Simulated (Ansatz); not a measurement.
# CuO: the cost of one run

Program: Ansatz 0.2.0. Level of theory: DFT PBE+U (U_eff = 5 eV on Cu d), plane waves, PAW. These are calculated values, not measurements.

10 further runs of the same task are left out: 10 that didn't finish.

## 1. The starting structure

It takes space group Cc (No. 9, monoclinic). The conventional cell has a = 4.689 Å, b = 3.427 Å, c = 5.132 Å, α = 90.00°, β = 99.65°, γ = 90.00°. Cu (site symmetry 1) is surrounded by 4 O at 1.91 to 2.02 Å. O (site symmetry 1) is surrounded by 4 Cu at 1.91 to 2.02 Å.

As a file:

```cif
data_structure
_symmetry_space_group_name_H-M 'P 1'
_symmetry_Int_Tables_number 1
_cell_length_a 5.5440
_cell_length_b 5.5440
_cell_length_c 10.2642
_cell_angle_alpha 31.264
_cell_angle_beta 31.264
_cell_angle_gamma 36.004
_cell_volume 81.30
loop_
_atom_site_label
_atom_site_type_symbol
_atom_site_fract_x
_atom_site_fract_y
_atom_site_fract_z
_atom_site_occupancy
Cu1 Cu 0.00320 0.49680 0.75000 1
Cu2 Cu 0.49680 0.00320 0.00000 1
O1 O 0.57140 0.40560 0.63835 1
O2 O 0.40560 0.57140 0.88835 1
Cu3 Cu 0.00320 0.49680 0.25000 1
Cu4 Cu 0.49680 0.00320 0.50000 1
O3 O 0.57140 0.40560 0.13835 1
O4 O 0.40560 0.57140 0.38835 1
```

## 2. Ferromagnetic start, free, symmetry kept, no search

input.yaml reads:

```yaml
crystal:
  lattice:
    - [1.48409985, -1.71339982, 5.05943948]
    - [1.48409985, 1.71339982, 5.05943948]
    - [-1.72109982, 0.0, 10.11887896]
  atoms:
    - { symbol: Cu, position: [0.0032, 0.4968, 0.75], spin: 1.0 }
    - { symbol: Cu, position: [0.4968, 0.0032, 0.0], spin: 1.0 }
    - { symbol: O, position: [0.5714, 0.4056, 0.63835] }
    - { symbol: O, position: [0.4056, 0.5714, 0.88835] }
    - { symbol: Cu, position: [0.0032, 0.4968, 0.25], spin: 1.0 }
    - { symbol: Cu, position: [0.4968, 0.0032, 0.5], spin: 1.0 }
    - { symbol: O, position: [0.5714, 0.4056, 0.13835] }
    - { symbol: O, position: [0.4056, 0.5714, 0.38835] }
basis:
  ecutwfc: 420
  ecutrho_ratio: 4
kpoints:
  mp_grid: { grid: [7, 7, 4] }
hamiltonian:
  xc: pbe
  hubbard:
    sites:
      - { site: 0, l: d, u_eff: 5.0 }
      - { site: 1, l: d, u_eff: 5.0 }
      - { site: 4, l: d, u_eff: 5.0 }
      - { site: 5, l: d, u_eff: 5.0 }
scf:
  occupations: { method: gaussian, width: 0.05 }
  lower_state_search: "off"
  max_iter: 150
output:
  forces: true
  stress: true
  eigenvalues: true
  populations: true
  hubbard:
    sites:
      - { site: 0, l: d }
      - { site: 1, l: d }
      - { site: 4, l: d }
      - { site: 5, l: d }
magnetization:
  spin_polarized: true
```

On the command line:

```bash
$ ansatz run input.yaml --threads 4 --pin off --max-ram 6144MiB --backend cpu --events-out ev --progress --plain --runs-dir out
```

What time and memory should one allow on 4 threads of Arm Neoverse V2, shared host?

About 76 s, with a peak of 0.75 GiB.
